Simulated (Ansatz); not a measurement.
The system is Bi2Se3 (Paraguanajuatite).

```xyz
5
Lattice="2.0715 1.1960 9.5453 -2.0715 1.1960 9.5453 0.0000 -2.3920 9.5453" Properties=species:S:1:pos:R:3 pbc="T T T"
Bi    0.0000    0.0000   17.1587
Bi    0.0000    0.0000   11.4773
Se    0.0000    0.0000   22.5738
Se    0.0000    0.0000    6.0622
Se    0.0000    0.0000    0.0000
```

Base run:

* Program: Ansatz 0.2.0
* Functional: revPBE
* Potentials or basis: all-electron LAPW, scalar-relativistic
* Cutoff: 207 eV (chosen from the basis error)
* Basis error allowed: 0.002 eV/atom
* k mesh: 8 × 8 × 8
* Occupations: fermi-dirac, width 0.05 eV
* Spin: no spin polarisation

Its results: band gap on the k mesh 0.27 eV, direct; pressure 3.8 GPa; largest force 0.161 eV/Å.

Q: The run is repeated on the same cell with these changes: functional from revPBE to BLYP. What comes out?

A: Band gap on the k mesh 0.27 eV, direct; pressure 6.3 GPa; largest force 0.306 eV/Å.

Caveats: spin-orbit coupling is left out, which as a rule narrows the gap of such compounds by several tenths of an eV.
